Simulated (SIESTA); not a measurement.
**Mg under changes of volume**

One of the cells (22.547 Å³/atom); the others are scaled copies at fixed shape and fractional positions:

```
CELL_PARAMETERS angstrom
3.17683 0.00000 0.00000
-1.58841 2.75121 0.00000
0.00000 0.00000 10.31886
ATOMIC_POSITIONS crystal
Mg 0.66667 0.33333 0.75000
Mg 0.00000 0.00000 0.50000
Mg 0.33333 0.66667 0.25000
Mg 0.00000 0.00000 0.00000
```

| Quantity | Value |
| --- | --- |
| Program | SIESTA 5.4.2 |
| Functional | PBE |
| Potentials or basis | PseudoDojo 0.4 standard (PBE files) |
| Basis | DZP (energy shift 0.002 Ry) |
| Grid cutoff | 800 Ry |
| Energy shift | 0.002 Ry |
| k mesh | 10 × 10 × 3 |
| Occupations | fermi-dirac, width 0.05 eV |
| Spin | no spin polarisation |

| volume (Å³/atom) | energy over the lowest point (meV/atom) | pressure (GPa) |
| --- | --- | --- |
| 21.194 | 58.75 | 6.4 |
| 21.645 | 42.27 | 5.3 |
| 22.096 | 28.76 | 4.3 |
| 22.547 | ? | ? |
| 22.998 | 9.76 | 2.5 |
| 23.449 | 3.83 | 1.7 |
| 23.900 | 0.00 | 1.0 |

Q: What does the run at 22.547 Å³/atom give?

A: Energy over the lowest point 17.99 meV/atom; pressure 3.3 GPa.

Worked out: A Birch-Murnaghan fit of order 3 (a polynomial in V^(-2/3)) to the other rows has its minimum at 24.60 Å³/atom, just outside them, with B0 = V·E''(V) = 33 GPa and B' = 3.6 at fixed shape and positions, which overstates the stiffness. It gives 18.01 meV/atom at 22.547 Å³/atom, against the run's 17.99, and -dE/dV = 3.4 GPa, against 3.3.

Energies are extrapolated to zero smearing.

Caveats: semicore shells carry a single zeta, which can move pressures by several GPa and volumes by a few percent; the basis of atomic orbitals isn't converged, which shifts pressures, moduli and gaps.
